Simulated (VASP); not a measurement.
# PtSe2 (Sudovikovite) (P-3m1) in VASP: notebook

One crystal, PtSe2 (Sudovikovite), is run at these levels: LDA; tasks: relaxation of cell and atoms.

All numbers are computed with VASP 6.6.1; they aren't measurements. Logs are shortened: lines on timing, memory, paths and dates and some standing lists are left out, and cuts for length are marked.

## (1) The structure

Symmetry: P-3m1, No. 164, trigonal system. The conventional cell has a = 3.724 Å, b = 3.724 Å, c = 5.062 Å, α = 90.00°, β = 90.00°, γ = 120.00°. Pt (site symmetry -3m) is surrounded by 6 Se at 2.49 Å. Se (site symmetry 3m) has 3 Pt at 2.49 Å as nearest neighbours.

## (2) Relaxation of cell and atoms, LDA

Contents of INCAR:

```
  PREC = Accurate
  ENCUT = 600
  EDIFF = 1E-6
  ISMEAR = 0
  SIGMA = 0.03
  LREAL = F
  LASPH = T
  NELM = 80
  ALGO = Normal
  ISIF = 3
  LWAVE = F
  LCHARG = F
  GGA = CA
  IBRION = 2
  NSW = 90
  EDIFFG = -0.01
  KPAR = 2
```

Contents of KPOINTS:

```
regular mesh
0
Gamma
  9 9 5
```

Contents of POSCAR:

```
PtSe2
1.0
    3.7240000000      0.0000000000      0.0000000000
   -1.8620000000      3.2250786037      0.0000000000
    0.0000000000      0.0000000000      5.0620000000
Pt Se
1 2
Direct
    0.0000000000      0.0000000000      0.0000000000
    0.3333333333      0.6666666667      0.2500000000
    0.6666666667      0.3333333333      0.7500000000
```

Potentials or basis: VASP PAW LDA potentials, release 64 (Pt, Se).

On the command line:

```sh
$ cat potpaw_LDA.64/Pt/POTCAR potpaw_LDA.64/Se/POTCAR > POTCAR
$ mpirun -np 2 vasp_std > vasp.out
```

OUTCAR:

```text
PREC = Accurate
   ENCUT = 600
   EDIFF = 1E-6
   ISMEAR = 0
   LREAL = F
   LASPH = T
   NELM = 80
   ISIF = 3
   GGA = CA
   IBRION = 2
   NSW = 90
   EDIFFG = -0.01

 ion  position               nearest neighbor table
   1  0.000  0.000  0.000-   2 2.49   3 2.49   3 2.49   2 2.49   3 2.49   2 2.49
   2  0.333  0.667  0.250-   1 2.49   1 2.49   1 2.49
   3  0.667  0.333  0.750-   1 2.49   1 2.49   1 2.49

  LATTYP: Found a hexagonal cell.
 ALAT       =     3.7240000000
 C/A-ratio  =     1.3592910849

  Lattice vectors:

 A1 = (   3.7240000000,   0.0000000000,   0.0000000000)
 A2 = (  -1.8620000000,   3.2250786037,   0.0000000000)
 A3 = (   0.0000000000,   0.0000000000,   5.0620000000)

Analysis of symmetry for initial positions (statically):
=====================================================================
 Subroutine PRICEL returns:
 Original cell was already a primitive cell.

 Routine SETGRP: Setting up the symmetry group for a
 hexagonal supercell.

 Subroutine GETGRP returns: Found 12 space group operations
 (whereof 12 operations were pure point group operations)
 out of a pool of 24 trial point group operations.

The static configuration has the point symmetry D_3d.

Analysis of symmetry for dynamics (positions and initial velocities):
=====================================================================
 Subroutine PRICEL returns:
 Original cell was already a primitive cell.

 Routine SETGRP: Setting up the symmetry group for a
 hexagonal supercell.

 Subroutine GETGRP returns: Found 12 space group operations
 (whereof 12 operations were pure point group operations)
 out of a pool of 24 trial point group operations.

The dynamic configuration has the point symmetry D_3d.

 Subroutine INISYM returns: Found 12 space group operations
 (whereof 12 operations are pure point group operations),
 and found     1 'primitive' translations

----------------------------------------------------------------------------------------

                                     Primitive cell

  volume of cell :      60.7956

  direct lattice vectors                    reciprocal lattice vectors
     3.724000000  0.000000000  0.000000000     0.268528464  0.155034981  0.000000000
    -1.862000000  3.225078604  0.000000000     0.000000000  0.310069962  0.000000000
     0.000000000  0.000000000  5.062000000     0.000000000  0.000000000  0.197550375

  length of vectors
     3.724000000  3.724000000  5.062000000     0.310069962  0.310069962  0.197550375

  position of ions in fractional coordinates (direct lattice)
     0.000000000  0.000000000  0.000000000
     0.333333333  0.666666667  0.250000000
     0.666666667  0.333333333  0.750000000

  ion indices of the primitive-cell ions
   primitive index   ion index
                 1           1
                 2           2
                 3           3

----------------------------------------------------------------------------------------

 KPOINTS: regular mesh

Automatic generation of k-mesh.
 Grid dimensions read from file:
 generate k-points for:    9    9    5

 Generating k-lattice:

  Cartesian coordinates                     Fractional coordinates (reciprocal lattice)
     0.029836496  0.017226109  0.000000000     0.111111111  0.000000000  0.000000000
     0.000000000  0.034452218  0.000000000     0.000000000  0.111111111  0.000000000
     0.000000000  0.000000000  0.039510075     0.000000000  0.000000000  0.200000000

  Length of vectors
     0.034452218  0.034452218  0.039510075

  Shift w.r.t. Gamma in fractional coordinates (k-lattice)
     0.000000000  0.000000000  0.000000000

 Subroutine IBZKPT returns following result:
 ===========================================

 Found     50 irreducible k-points:

 Following reciprocal coordinates:
            Coordinates               Weight
  0.000000  0.000000  0.000000      1.000000
  0.111111 -0.000000  0.000000      6.000000
  0.222222 -0.000000  0.000000      6.000000
  0.333333 -0.000000  0.000000      6.000000
  0.444444 -0.000000  0.000000      6.000000
  0.111111  0.111111  0.000000      6.000000
[... 16 lines left out ...]
  0.222222  0.111111  0.200000     12.000000
 -0.111111  0.333333  0.200000     12.000000
 [... further k-points ...]
   k-points           NKPTS =     50   k-points in BZ     NKDIM =     50   number of bands    NBANDS=     15
   number of dos      NEDOS =    301   number of ions     NIONS =      3
   total plane-waves  NPLWV =  36000
   dimension x,y,z NGX =    30 NGY =   30 NGZ =   40
   dimension x,y,z NGXF=    60 NGYF=   60 NGZF=   80
   ions per type =               1   2
   NGX,Y,Z   is equivalent  to a cutoff of  13.39, 13.39, 13.14 a.u.
   NGXF,Y,Z  is equivalent  to a cutoff of  26.79, 26.79, 26.27 a.u.
 SYSTEM =  unknown system
   PREC   = accura    normal or accurate (medium, high low for compatibility)
   ISTART =      0    job   : 0-new  1-cont  2-samecut
   ICHARG =      2    charge: 1-file 2-atom 10-const
   ISPIN  =      1    spin polarized calculation?
   LNONCOLLINEAR =      F non collinear calculations
   LSORBIT =      F    spin-orbit coupling
   LASPH  =      T    aspherical Exc in radial PAW
   ENCUT  =  600.0 eV  44.10 Ry    6.64 a.u.   7.44  7.44 10.11*2*pi/ulx,y,z
   NELM   =     80;   NELMIN=  2; NELMDL= -5     # of ELM steps
   EDIFF  = 0.1E-05   stopping-criterion for ELM
   LREAL  =      F    real-space projection
   EDIFFG = -.1E-01   stopping-criterion for IOM
   NSW    =     90    number of steps for IOM
   IBRION =      2    ionic relax: 0-MD 1-quasi-New 2-CG
   NFREE  =      1    steps in history (QN), initial steepest desc. (CG)
   ISIF   =      3    stress and relaxation
   ISYM   =      2    0-nonsym 1-usesym 2-fastsym
   POTIM  = 0.5000    time-step for ionic-motion
   TEBEG  =    0.0;   TEEND  =   0.0 temperature during run
   PSTRESS=    0.0 pullay stress
   NELECT =      22.0000    total number of electrons
   NUPDOWN=      -1.0000    fix difference up-down
   EMIN   =  10.00;   EMAX   =-10.00  energy-range for DOS
   EFERMI =   0.00;   METHOD = LEGACY
   ISMEAR =     0;   SIGMA  =   0.03  broadening in eV -4-tet -1-fermi 0-gaus
   EFERMI_NEDOS =   21; number of points for ismear=-14 and -15
   IALGO  =     38    algorithm
   IMIX   =      4    mixing-type and parameters
     AMIX     =   0.40;   BMIX     =  1.00
     AMIX_MAG =   1.60;   BMIX_MAG =  1.00
  volume/ion in A,a.u.               =      20.27       136.76
  Fermi-wavevector in a.u.,A,eV,Ry     =   1.166608  2.204570 18.517184  1.360975
  Thomas-Fermi vector in A             =   2.303119
   LORBIT       =      0    0 simple, 1 ext, 2 COOP (PROOUT), +10 PAW based schemes
   GGA     = CA    functional components
   LHFCALC =     F    Hartree Fock is set to
   AEXX    =    0.0000 exact exchange contribution
   IVDW    =     0    specifies the selected vdW correction
   LEPSILON=     F    determine dielectric tensor
   LRPA    =     F    only Hartree local field effects (RPA)
 conjugate gradient relaxation of ions
 non-spin polarized calculation
 Gauss-broadening in eV      SIGMA  =   0.03
  energy-cutoff  :      600.00
  volume of cell :       60.80
 maximum number of plane-waves:      2053
 NGX is ok and might be reduce to    30
   NGX = 15   NGY = 15   NGZ = 21

--------------------------------------- Ionic step        1  -------------------------------------------

 number of electron      22.0000004 magnetization

 Free energy of the ion-electron system (eV)
  ---------------------------------------------------
  ext. energy  EPLUGINS =         0.00000000
  ---------------------------------------------------
  free energy    TOTEN  =       -17.05573148 eV

  energy without entropy =      -17.05533079  energy(sigma->0) =      -17.05553114

------------------------ aborting loop because EDIFF is reached ----------------------------------------

  FORCE on cell =-STRESS in cart. coord.  units (eV):
  Direction    XX          YY          ZZ          XY          YZ          ZX
  --------------------------------------------------------------------------------------
  -------------------------------------------------------------------------------------
  Total        0.1186207      0.1186207     -0.2675816      0.0000000      0.0000000      0.0000000
  in kB        3.1260717      3.1260717     -7.0517153      0.0000000      0.0000000      0.0000000
  external PRESSURE =      -0.2665240 kB  Pullay stress =       0.0000000 kB
[... 92 lines left out ...]
  FREE ENERGIE OF THE ION-ELECTRON SYSTEM (eV)
  ---------------------------------------------------
  free  energy   TOTEN  =       -17.0652653902 eV

  energy  without entropy=      -17.0648345215  energy(sigma->0) =      -17.06504996

[... ionic steps 4 to 19 ...]

--------------------------------------- Ionic step       20  -------------------------------------------

 number of electron      22.0000005 magnetization

------------------------ aborting loop because EDIFF is reached ----------------------------------------
[... 69 lines left out ...]
--------------------------------------- Ionic step       22  -------------------------------------------

 number of electron      22.0000005 magnetization

 Free energy of the ion-electron system (eV)
  ---------------------------------------------------
  ext. energy  EPLUGINS =         0.00000000
  ---------------------------------------------------
  free energy    TOTEN  =       -17.09138819 eV

  energy without entropy =      -17.09061897  energy(sigma->0) =      -17.09100358

 E-fermi :   7.1028     XC(G=0): -11.2082

 val. band max:        7.0977966910   @ k =  -0.1111   0.4444   0.2000
 cond. band min:       7.1157178072   @ k =   0.0000   0.3333   0.2000
 fundamental gap:      0.0179211162
 Fermi energy:         7.1027569644

 k-point     1 :       0.0000    0.0000    0.0000
  band No.  band energies     occupation
      1      -8.8340      2.00000
      2      -5.5317      2.00000
      3      -0.2517      2.00000
      4       0.6293      2.00000
      5       0.6293      2.00000
      6       3.1751      2.00000
      7       3.1751      2.00000
      8       4.5891      2.00000
      9       6.0554      2.00000
     10       6.0554      2.00000
     11       7.9331      0.00000
     12       8.1572      0.00000
     13       8.1572      0.00000
     14      10.2357      0.00000
[... 401 lines left out ...]
      2      -6.1926      2.00000
      3       0.2110      2.00000
      4       0.9160      2.00000
      5       1.2490      2.00000
      6       2.1217      2.00000
      7       2.7967      2.00000
      8       3.6688      2.00000
      9       4.7683      2.00000
     10       5.2231      2.00000
     11       6.5054      2.00000
     12       7.4033      0.00000
     13       8.4686      0.00000
     14      11.6684      0.00000
     15      13.1622      0.00000

 [... further k-points ...]

------------------------ aborting loop because EDIFF is reached ----------------------------------------

  FORCE on cell =-STRESS in cart. coord.  units (eV):
  Direction    XX          YY          ZZ          XY          YZ          ZX
  --------------------------------------------------------------------------------------
  -------------------------------------------------------------------------------------
  Total       -0.0187668     -0.0187668     -0.0055580      0.0000000     -0.0000000     -0.0000000
  in kB       -0.5205736     -0.5205736     -0.1541736      0.0000000     -0.0000000     -0.0000000
  external PRESSURE =      -0.3984403 kB  Pullay stress =       0.0000000 kB
[... 18 lines left out ...]
  FREE ENERGIE OF THE ION-ELECTRON SYSTEM (eV)
  ---------------------------------------------------
  free  energy   TOTEN  =       -17.0913881918 eV

  energy  without entropy=      -17.0906189700  energy(sigma->0) =      -17.09100358

 reached required accuracy - stopping structural energy minimisation
```

It took 2.4 min on 2 MPI ranks of Intel Xeon Platinum 8488C (Sapphire Rapids), shared host; peak memory 0.2 GiB.

Results:

```yaml
Free_energy: -17.0914 eV
Relaxed_volume: 19.25 Å³/atom
Relaxed_cell: a = 3.744 Å, b = 3.744 Å, c = 4.757 Å, α = 90.00°, β = 90.00°, γ = 120.00°
Space_group_after_relaxing_to_0.05_Å: P-3m1 (No. 164)
Energy_gained_by_relaxing: 11.9 meV/atom
Ionic_steps: 22
Pressure_after_relaxing: 0.0 GPa
Band_gap_on_the_k_mesh: none (metal or under the smearing width)
```

Step by step:
```tsv
step	energy change (eV)	largest force (eV/Å)	pressure (GPa)	volume (Å³)
1	0.0000	0.2186	-0.03	60.80
2	-0.0051	0.1275	-0.86	60.77
3	-0.0095	0.0736	-2.55	60.69
4	-0.0105	0.0784	-2.53	60.62
5	-0.0134	0.0925	-2.51	60.41
6	-0.0184	0.1219	-2.43	59.98
7	-0.0259	0.1882	-2.19	59.14
8	-0.0244	0.3720	-1.35	57.44
9	-0.0288	0.2390	-1.88	58.52
10	-0.0324	0.1541	-1.11	58.26
11	-0.0343	0.0247	0.13	57.88
12	-0.0343	0.0325	0.05	57.90
13	-0.0345	0.0273	0.03	57.91
14	-0.0351	0.0107	-0.03	57.92
15	-0.0355	0.0220	-0.14	57.95
16	-0.0355	0.0193	-0.12	57.94
17	-0.0355	0.0269	0.01	57.88
18	-0.0355	0.0320	0.09	57.84
19	-0.0356	0.0274	0.06	57.83
20	-0.0356	0.0126	0.01	57.79
21	-0.0356	0.0169	-0.09	57.72
22	-0.0357	0.0009	-0.04	57.76
```

Final structure:
```
CELL_PARAMETERS angstrom
3.74441 0.00000 0.00000
-1.87220 3.24275 0.00000
0.00000 0.00000 4.75686
ATOMIC_POSITIONS crystal
Pt 0.00000 0.00000 0.00000
Se 0.33333 0.66667 0.26584
Se 0.66667 0.33333 0.73416
```

## (3) Relaxation of cell and atoms, LDA

This run uses another cell than the first one, of 19.25 Å³/atom, 0.950 times its volume.

INCAR: that of step 2 with these lines changed.

```diff
@@ -2,3 +2,3 @@
   ENCUT = 600
-  EDIFF = 1E-6
+  EDIFF = 1E-7
   ISMEAR = 0
@@ -15,3 +15,3 @@
   NSW = 90
-  EDIFFG = -0.01
+  EDIFFG = -0.005
   KPAR = 2
```

KPOINTS is that of step 2.

Contents of POSCAR:

```
PtSe2                                   
1.0
    3.7444077453      0.0000000000      0.0000000000
   -1.8722038727      3.2427522296     -0.0000000000
    0.0000000000     -0.0000000000      4.7568635364
  Pt              Se            
     1     2
Direct
     0.0000000000000000    0.0000000000000000    0.0000000000000000
     0.3333333332999970    0.6666666667000030    0.2658382302953848
     0.6666666667000030    0.3333333332999970    0.7341617697046150
```

Potentials or basis: VASP PAW LDA potentials, release 64 (Pt, Se).

On the command line:

```sh
$ cat potpaw_LDA.64/Pt/POTCAR potpaw_LDA.64/Se/POTCAR > POTCAR
$ mpirun -np 2 vasp_std > vasp.out
```

Wall time 26 s (2 MPI ranks of Intel Xeon Platinum 8488C (Sapphire Rapids), shared host); peak memory 0.19 GiB.

The run converged. Its results:

| Quantity | Value |
| --- | --- |
| Free energy | -17.0912 eV |
| Relaxed volume | 19.25 Å³/atom |
| Relaxed cell | a = 3.744 Å, b = 3.744 Å, c = 4.757 Å, α = 90.00°, β = 90.00°, γ = 120.00° |
| Space group after relaxing (to 0.05 Å) | P-3m1 (No. 164) |
| Energy gained by relaxing | 0.0 meV/atom |
| Ionic steps | 3 |
| Pressure after relaxing | 0.0 GPa |
| Largest force after relaxing | 0.003 eV/Å |
| Band gap on the k mesh | none (metal or under the smearing width) |

Forces in eV/Å, atoms in the order of the input:
```
Pt   0.000  0.000  0.000
Se   0.000  0.000  0.003
Se   0.000  0.000 -0.003
```

Final structure:
```
CELL_PARAMETERS angstrom
3.74399 0.00000 0.00000
-1.87200 3.24239 0.00000
0.00000 0.00000 4.75663
ATOMIC_POSITIONS crystal
Pt 0.00000 0.00000 0.00000
Se 0.33333 0.66667 0.26584
Se 0.66667 0.33333 0.73416
```

Levels at points of the mesh, in eV from the Fermi level:
```tsv
k point	band 7	band 8	band 9	band 10	band 11	band 12	band 13	band 14	band 15
(0.00, 0.00, 0.00)	-3.93	-2.51	-1.05	-1.05	0.83	1.05	1.05	3.13	4.15
```
